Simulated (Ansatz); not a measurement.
An Ansatz input:

```yaml
crystal:
  lattice:
    - [5.9011126308, 0.0, 0.0]
    - [-2.9505563154, 5.1105134489, 0.0]
    - [0.0, 0.0, 3.5144852078]
  atoms:
    - { symbol: Yb, position: [1.0, 1.0, 0.0] }
    - { symbol: Yb, position: [0.3333333333, 0.6666666667, 0.5] }
    - { symbol: Yb, position: [0.6666666667, 0.3333333333, 0.5] }
hamiltonian:
  xc: pbe
  pseudopotentials:
    kind: paw
    azcp:
      Yb: "pseudopotentials/Yb.paw.azcp"
basis:
  ecutwfc: 420
  fft_grid_basis: typed
kpoints:
  mp_grid: { grid: [8, 8, 12], shift: [0, 0, 0] }
magnetization:
  spin_polarized: false
scf:
  occupations: { method: fermi_dirac, width: 0.1 }
```

Terminal output

```
Engine: ansatz 0.2.0, x86_64-unknown-linux-gnu
Pseudopotentials: kind: paw
Pseudopotential: Yb, paw, valence charge 24, recommended cutoff 420 eV (normal) 
Functional definition: PBE
  parameter kappa = 0.804
  parameter beta = 0.06672455060314922
  exchange = pbe_x(kappa = kappa, mu = beta*pi^2/3)
  correlation = pbe_c(beta = beta)
Crystal: 3 atoms, lattice volume = 105.989 Å³
Basis set: ecut = 420 eV, 2087 PW (Γ)
Bands: 44, of which v1, the nominal top of the filled ones, is band 36 counted from 1 (35 counted from 0)
Symmetry: 24 space group operations
Space group: P6/mmm (ITA 191), of the structure as read, at distance tolerance 4.7e-5 Å
k-points: 70 of 768
Non-local potential: Yb, projectors of the file, l = 0: 3, l = 1: 2, l = 2: 2, l = 3: 3
PAW form: soft (Blöchl's): semilocal exchange-correlation on the pseudo side does not see the compensation charge
PAW one-centre angular grid: Yb, 590 points (default); XC on 64 Gauss nodes
Initial density: superposition of atomic densities (neutral atoms: chi_scale 0, normalization atom), corrected by the library's trained network
Initial wavefunctions: pseudopotential atomic-orbital guess
Functional: x = pbe(κ = 0.804, μ = 0.2195149727645171), c = pbe(β = 0.06672455060314922)
SCF iter   1: F=—  HF=-41385.015677 eV  |F-HF|=—  |Δ(HF+E_count)|=         —  Δρ=2.89e-3  dr2=1.29e-2  ethr=1.77e-3  ⟨swp⟩=6.3  Hψ=11703  notcnv=0
SCF iter   2: F=—  HF=-41384.994015 eV  |F-HF|=—  |Δ(HF+E_count)|=   2.17e-2  Δρ=1.37e-3  dr2=4.43e-3  ethr=1.80e-5  ⟨swp⟩=2.6  Hψ=6355  notcnv=0
SCF iter   3: F=—  HF=-41384.990439 eV  |F-HF|=—  |Δ(HF+E_count)|=   3.58e-3  Δρ=8.07e-4  dr2=1.49e-3  ethr=6.16e-6  ⟨swp⟩=1.0  Hψ=3083  notcnv=0
SCF iter   4: F=—  HF=-41384.989910 eV  |F-HF|=—  |Δ(HF+E_count)|=   5.29e-4  Δρ=2.32e-4  dr2=6.33e-5  ethr=2.07e-6  ⟨swp⟩=2.4  Hψ=5660  notcnv=0
SCF iter   5: F=—  HF=-41384.989915 eV  |F-HF|=—  |Δ(HF+E_count)|=   5.59e-6  Δρ=8.91e-5  dr2=1.25e-5  ethr=8.79e-8  ⟨swp⟩=2.8  Hψ=5857  notcnv=0
SCF iter   6: F=—  HF=-41384.989908 eV  |F-HF|=—  |Δ(HF+E_count)|=   7.75e-6  Δρ=5.29e-5  dr2=3.35e-6  ethr=1.74e-8  ⟨swp⟩=2.0  Hψ=5562  notcnv=0
SCF iter   7: F=—  HF=-41384.989908 eV  |F-HF|=—  |Δ(HF+E_count)|=   1.71e-8  Δρ=1.91e-5  dr2=4.69e-7  ethr=4.65e-9  ⟨swp⟩=2.0  Hψ=4700  notcnv=0
SCF iter   8: F=—  HF=-41384.989907 eV  |F-HF|=—  |Δ(HF+E_count)|=   6.02e-8  Δρ=8.96e-6  dr2=9.79e-8  ethr=1.39e-10  ⟨swp⟩=4.0  Hψ=10420  notcnv=0
SCF iter   9: F=-41384.989907 eV  HF=-41384.989907 eV  |F-HF|=4.62e-8  |Δ(HF+E_count)|=   3.25e-8  Δρ=2.81e-6  dr2=1.35e-8  ethr=1.36e-10  ⟨swp⟩=3.1  Hψ=8240  notcnv=0
SCF 1 converged in 9 iterations: F = -41384.989907 eV  dr2 = 1.35e-8
SCF converged after 9 iterations
Free energy (F): -41384.989907 eV
Harris-Foulkes:  -41384.989907 eV  (|F-HF|=4.62e-8)
Internal energy: -41384.721197 eV  (E = F + TS)
E sigma→0 (E₀):  -41384.855552 eV
Entropy (-TS):   -0.268710 eV (-89.570 meV/atom)
Fermi energy:    10.855989 eV
--- Per-component energies (eV) ---
  E_band       = 5.082554
  E_kinetic    = 1063.574740
  E_local      = -18773.006563  (includes V_loc(G=0)·N_el)
  E_nonlocal   = 1646.168595
  E_hartree    = 8161.601872
  E_xc         = -489.572845
  E_vxc        = -609.532449  (∫ρ·V_xc dr)
  E_paw        = -22059.095439  (= ΣΔE_a)
  E_vpaw       = 354.664205  (= ΣTr[D̂ρ^β])
  E_aug_tail   = 0.000008  (compensation charges beyond the density's cutoff)
  E_ewald      = -10934.391566
  E_smearing   = -0.268710  (= −TS)
  E_closure    = 0.000000  (closes the sum)
  Σ components = -41384.989907   (vs F -41384.989907, Δ=0.00e0)
```
